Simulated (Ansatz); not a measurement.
PbI$_{2}$: one input, then a changed one

The cell is COD entry 9009114, as deposited and not checked against the literature; nothing was relaxed.

First run: DFT, PBE, PAW with Ansatz's default frozen-core files, scalar-relativistic (Ansatz 0.2.0).

Command: `ansatz run input.yaml --threads 1 --pin off --max-ram 4096MiB --backend cpu --events-out ev --progress --plain --runs-dir out` The run took 33 s on 1 thread of Arm Neoverse V2 (shared host), peak memory 0.52 GiB.

```yaml
crystal:
  lattice:
    - [4.5550018558, 0.0, 0.0]
    - [-2.2775009279, 3.9447473214, 0.0]
    - [0.0, 0.0, 6.977]
  atoms:
    - { symbol: Pb, position: [0.0, 0.0, 0.0] }
    - { symbol: I, position: [0.3333333333, 0.6666666667, 0.265] }
    - { symbol: I, position: [0.6666666667, 0.3333333333, 0.735] }
kpoints:
  mp_grid: { grid: [8, 8, 5] }
  band_path:
    path:
      - [0.0, 0.0, 0.0]
      - [0.5, 0.0, 0.0]
      - [0.3333333333, 0.3333333333, 0.0]
      - [0.0, 0.0, 0.0]
      - [0.0, 0.0, 0.5]
      - [0.5, 0.0, 0.5]
      - [0.3333333333, 0.3333333333, 0.5]
      - [0.0, 0.0, 0.5]
      - [0.5, 0.0, 0.5]
    npoints: 14
scf:
  occupations: { method: fermi_dirac, width: 0.02 }
hamiltonian:
  xc: pbe
  pseudopotentials: { kind: paw }
output:
  forces: true
  stress: true
  eigenvalues: true
  efg: { contact_densities: true }
  populations: true
  bader: true
  dos: { projected: true, de: 0.2, e_range: [-14, 8] }
  write_density: true
  write_potential: true
  elf: true
  volumetric_format: npy
```

Result: converged; pressure 1.83 GPa; largest force 0.172 eV/Å; gap on the k mesh 2.29 eV (the mesh can miss the band edges); 7 SCF iterations.

No spin–orbit coupling, which matters for the heavy atoms here.

The input is then changed:

```diff
@@ -9,5 +9,5 @@
     - { symbol: I, position: [0.6666666667, 0.3333333333, 0.735] }
 kpoints:
-  mp_grid: { grid: [8, 8, 5] }
+  mp_grid: { grid: [10, 10, 6] }
   band_path:
     path:
@@ -24,4 +24,5 @@
 scf:
   occupations: { method: fermi_dirac, width: 0.02 }
+  initial_density: { chi_scale: 0.3 }
 hamiltonian:
   xc: pbe
@@ -33,9 +34,3 @@
   efg: { contact_densities: true }
   populations: true
-  bader: true
-  dos: { projected: true, de: 0.2, e_range: [-14, 8] }
-  write_density: true
-  write_potential: true
-  elf: true
-  volumetric_format: npy
```

Task: Predict the outcome of the changed run.

Result: It converged; energy at zero smearing 0.0 meV/atom from the first run; pressure 1.83 GPa; largest force 0.172 eV/Å; gap on the k mesh 2.22 eV; 9 SCF iterations.
